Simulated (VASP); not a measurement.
# VASP 6.6.1 run: C

INCAR

```
LREAL = .FALSE.
ALGO = Normal
ISMEAR = -1
NBANDS = 11
NELM = 120
EDIFF = 1E-7
LWAVE = .FALSE.
LASPH = .TRUE.
NSW = 0
SIGMA = 0.2
ISIF = 2
PREC = Accurate
IBRION = -1
ENCUT = 520
METAGGA = M06L
LCHARG = .FALSE.
```

KPOINTS

```
KPOINTS created by Atomic Simulation Environment
0
Gamma
12 12 12
0 0 0
```

POSCAR

```
C
 1.0000000000000000
     0.0000000000000000    1.8513291082000001    1.7651985347000001
     1.8513291082000001    0.0000000000000000    1.7651985347000001
     1.8513291082000001    1.8513291082000001    0.0000000000000000
 C
   2
Cartesian
  0.0000000000000000  0.0000000000000000  0.0000000000000000
  0.9256645541000000  0.9256645541000000  0.8825992673500000
```

The recommended PBE PAW datasets give the neutral cell 8 valence electrons.

Command

```
mpirun -np 1 vasp_std
```

OSZICAR

```
N       E                     dE             d eps       ncg     rms          rms(c)
DAV:   1     0.179981226945E+10    0.17998E+10   -0.22644E+11  3730   0.661E+10
DAV:   2     0.321874822173E+09   -0.14779E+10   -0.14489E+10  7116   0.120E+10
DAV:   3     0.141202804440E+09   -0.18067E+09   -0.17706E+09  7172   0.363E+09
DAV:   4     0.887396235302E+08   -0.52463E+08   -0.51522E+08  7172   0.205E+09
DAV:   5     0.638670048456E+08   -0.24873E+08   -0.24559E+08  7172   0.131E+09    0.318E+03
DAV:   6    -0.869546134148E+01   -0.63867E+08   -0.29130E+03  3650   0.502E+02    0.125E+03
DAV:   7    -0.183106953740E+02   -0.96152E+01   -0.46883E+02  4286   0.246E+02    0.905E+02
DAV:   8    -0.199692833817E+02   -0.16586E+01   -0.10770E+01  4181   0.276E+01    0.497E+02
DAV:   9    -0.201876621214E+02   -0.21838E+00   -0.42531E-01  3835   0.596E+00    0.631E+01
DAV:  10    -0.202077770381E+02   -0.20115E-01   -0.96199E-02  4202   0.350E+00    0.329E+01
DAV:  11    -0.202170224242E+02   -0.92454E-02   -0.88084E-03  3688   0.109E+00    0.304E+01
DAV:  12    -0.202453961072E+02   -0.28374E-01   -0.29386E-02  3592   0.193E+00    0.103E+00
DAV:  13    -0.202460984879E+02   -0.70238E-03   -0.50562E-04  4266   0.250E-01    0.261E-01
DAV:  14    -0.202471134101E+02   -0.10149E-02   -0.21610E-03  3586   0.533E-01    0.228E-01
DAV:  15    -0.202471271923E+02   -0.13782E-04   -0.23281E-05  4343   0.540E-02    0.214E-01
DAV:  16    -0.202471696719E+02   -0.42480E-04   -0.82711E-05  3598   0.101E-01    0.429E-02
DAV:  17    -0.202471738707E+02   -0.41988E-05   -0.60972E-06  4118   0.283E-02    0.165E-02
DAV:  18    -0.202471743194E+02   -0.44868E-06   -0.10973E-06  3631   0.112E-02    0.144E-02
DAV:  19    -0.202471744957E+02   -0.17634E-06   -0.37625E-07  3968   0.657E-03    0.203E-03
DAV:  20    -0.202471744672E+02    0.28504E-07   -0.28127E-09  2033   0.588E-04
   1 F= -.20247174E+02 E0= -.20247172E+02  d E =-.534144E-05
```

From OUTCAR

```
k-points           NKPTS =    163   k-points in BZ     NKDIM =    163   number of bands    NBANDS=     11

   NELECT =       8.0000    total number of electrons

   dimension x,y,z NGX =    20 NGY =   20 NGZ =   20
   dimension x,y,z NGXF=    40 NGYF=   40 NGZF=   40

  energy-cutoff  :      520.00
  volume of cell :       12.10
      direct lattice vectors                 reciprocal lattice vectors
     0.000000000  1.851329108  1.765198535    -0.270076238  0.270076238  0.283254257
     1.851329108  0.000000000  1.765198535     0.270076238 -0.270076238  0.283254257
     1.851329108  1.851329108  0.000000000     0.270076238  0.270076238 -0.283254257

 k-points in reciprocal lattice and weights: KPOINTS created by Atomic Simulation Env
   0.00000000  0.00000000  0.00000000       0.001
   0.08333333 -0.00000000  0.00000000       0.005
   0.16666667  0.00000000  0.00000000       0.005
   0.25000000  0.00000000  0.00000000       0.005
   0.33333333  0.00000000  0.00000000       0.005
   0.41666667 -0.00000000  0.00000000       0.005
   0.50000000  0.00000000  0.00000000       0.002
   0.08333333  0.08333333  0.00000000       0.001
   ...

 E-fermi :  10.8206

 k-point     1 :       0.0000    0.0000    0.0000
  band No.  band energies     occupation
      1     -12.8903      2.00000
      2       8.5810      1.99997
      3       8.5810      1.99997
      4       9.2638      1.99917
      5      14.3822      0.00000
      6      15.0346      0.00000
      7      15.0346      0.00000
      8      21.4131      0.00000
      9      28.1915      0.00000
     10      34.6390      0.00000
     11      36.4800      0.00000

 k-point     2 :       0.0833   -0.0000    0.0000
  band No.  band energies     occupation
      1     -12.6993      2.00000
      2       7.5327      2.00000
      3       8.2624      1.99999
      4       8.8040      1.99992
      5      14.8116      0.00000
      6      15.4302      0.00000
      7      15.6645      0.00000
      8      21.6641      0.00000
      9      28.5411      0.00000
     10      33.1000      0.00000
     11      34.2115      0.00000

 k-point     3 :       0.1667    0.0000    0.0000
  band No.  band energies     occupation
      1     -12.1293      2.00000
      2       5.0496      2.00000
      3       7.5486      2.00000
      4       8.1059      2.00000
      5      15.6439      0.00000
      6      16.2904      0.00000
      7      16.6868      0.00000
      8      22.4015      0.00000
      9      29.2773      0.00000
     10      31.8128      0.00000
     11      32.6577      0.00000

 k-point     4 :       0.2500    0.0000    0.0000
  band No.  band energies     occupation
      1     -11.1917      2.00000
      2       2.2158      2.00000
      3       6.7891      2.00000
      4       7.4253      2.00000
      5      16.2986      0.00000
      6      17.0723      0.00000
      7      17.5203      0.00000
      8      23.4311      0.00000
      9      29.6948      0.00000
     10      31.6892      0.00000
     11      32.2897      0.00000

 k-point     5 :       0.3333    0.0000    0.0000
  band No.  band energies     occupation
      1      -9.9165      2.00000
      2      -0.5515      2.00000
      3       6.1730      2.00000
      4       6.8902      2.00000
      5      16.5908      0.00000
      6      17.4902      0.00000
      7      18.1231      0.00000
      8      24.3766      0.00000
      9      29.8998      0.00000
     10      32.7884      0.00000
     11      32.9798      0.00000

 ...

  Total       -3.4742842     -3.4742842     -0.3281922      0.0000000      0.0000000      0.0000000
  in kB     -460.0288888   -460.0288888    -43.4558311      0.0000000      0.0000000      0.0000000
  external PRESSURE =    -321.1712029 kB  Pullay stress =       0.0000000 kB

 POSITION                                       TOTAL-FORCE (eV/Angst)
 -----------------------------------------------------------------------------------
      0.00000      0.00000      0.00000        -0.000000     -0.000000     -0.000000
      0.92566      0.92566      0.88260         0.000000      0.000000      0.000000
 -----------------------------------------------------------------------------------
    total drift:                                0.000000      0.000000      0.000000

  FREE ENERGIE OF THE ION-ELECTRON SYSTEM (eV)
  ---------------------------------------------------
  free  energy   TOTEN  =       -20.2471744672 eV

  energy  without entropy=      -20.2471691258  energy(sigma->0) =      -20.24717180
```

It converged. Results: gap between bands v and c on the k mesh 3.27 eV; least direct gap on the k mesh 5.12 eV; pressure -32.1 GPa. Band v is the last that the valence electrons fill when counted band by band, and c is the next.

For comparison, a separate r²SCAN run of the intended cell, on usual settings and not on those above, gives a gap of 3.00 eV on its mesh and a pressure of -26.8 GPa.

The run above took about 1.8 min on one core of a shared host (Intel Xeon Platinum 8488C) and held 0.13 GiB at most.
